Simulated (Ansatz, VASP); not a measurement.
## Two plane-wave programs on SiC

The input INCAR:

```
PREC     = Accurate       # precision mode
ENCUT    = 520            # plane-wave cutoff, eV
EDIFF    = 1E-7           # SCF threshold, eV
ISMEAR   = 0              # smearing method
SIGMA    = 0.01           # smearing width, eV
LREAL    = F              # projectors in reciprocal space
LASPH    = T              # aspherical terms in the spheres
NELM     = 60             # most SCF steps
ALGO     = Normal         # electronic algorithm
ISIF     = 2              # what is computed and relaxed
LWAVE    = F              # write WAVECAR
LCHARG   = F              # write CHGCAR
GGA      = CA             # functional
NBANDS   = 11             # bands
```

Contents of KPOINTS:

```
regular mesh
0
Gamma
  8 8 8
```

POSCAR

```
SiC
1.0
    0.0000000000      2.1644853731      2.1644853731
    2.1644853731      0.0000000000      2.1644853731
    2.1644853731      2.1644853731      0.0000000000
Si C
1 1
Direct
    0.0000000000      0.0000000000      0.0000000000
    0.7500000000      0.7500000000      0.7500000000
```

Input for Ansatz:

```yaml
crystal:
  lattice:
    - [0.0, 2.16448537307, 2.16448537307]
    - [2.16448537307, 0.0, 2.16448537307]
    - [2.16448537307, 2.16448537307, 0.0]
  atoms:
    - { symbol: Si, position: [0.0, 0.0, 0.0] }
    - { symbol: C, position: [0.75, 0.75, 0.75] }
kpoints:
  mp_grid: { grid: [8, 8, 8] }
scf:
  occupations: { method: fixed }
hamiltonian:
  xc: lda
  pseudopotentials: { kind: paw }
output:
  forces: true
  stress: true
  eigenvalues: true
  eigenstates:
    nscf_kmesh: { grid: [16, 16, 16] }
    de_dk: true
    e_range: [-9, 11.30066439815]
  optics:
    e_range: [0, 20]
    de: 0.2
    sigma: 0.2
    bands: { spectra_wanted_up_to: 20 }
    nscf_kmesh: { grid: [16, 16, 16] }
checkpoint:
  write: ck
  write_wavefunctions: false
```

Alike in both runs: task single point; functional LDA; k mesh 8 × 8 × 8; no spin polarisation.

|  | VASP | Ansatz |
| --- | --- | --- |
| version | VASP 6.6.1 | Ansatz 0.2.0 |
| potentials or method | VASP PAW LDA potentials, release 64 (Si, C) | PAW with Ansatz's default frozen-core files, scalar-relativistic |
| plane-wave cutoff (eV) | 520 | 420 |
| occupations | gaussian, width 0.01 eV | fixed |
| valence electrons in the cell | 8 | 8 |

Ansatz gave:

| Property | Result |
| --- | --- |
| gap on the k mesh at the Fermi level (eV) | 1.30 |
| pressure (GPa) | 0.0 |

Problem. Which values does VASP return?

Solution. gap on the k mesh at the Fermi level (eV): 1.29; pressure (GPa): 0.4.

A k mesh can miss the band edges. Expect the measured gap to be larger: semilocal functionals such as LDA lack the derivative discontinuity.
